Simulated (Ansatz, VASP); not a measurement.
MgSiN: VASP beside Ansatz

```
Mg Si N
1.0
     3.38808    0.00000    0.00000
     0.00000    3.38808    0.00000
     0.00000    0.00000    3.45775
Mg Si N
1 1 1
Direct
  0.00000 0.00000 0.00000
  0.50000 0.50000 0.50000
  0.50000 0.50000 0.00000
```

Change from the starting cell: species swapped into the HoCoC type (P4/mmm, No. 123).

Alike in both runs: task single point; functional PBE; k mesh 6 × 6 × 6; occupations gaussian, width 0.1 eV; no spin polarisation.

```csv
,VASP,Ansatz
version,VASP 6.6.1,Ansatz 0.2.0
potentials or method,"VASP PAW PBE potentials, release 64 (Mg, Si, N)","scalar-relativistic, plane waves, PAW"
plane-wave cutoff (eV),520,420
valence electrons in the cell,11,19
```

```tsv
	VASP	Ansatz	Ansatz less VASP
gap on the k mesh at the Fermi level (eV)	none	none	-
pressure (GPa)	0.1	0.5	+0.32
largest component of the traceless stress (GPa)	19.07	19.00	-0.065
```

A gap of «none» marks a metal or a gap that the smearing closes. The two sets of potentials don't hold the same shells in valence.
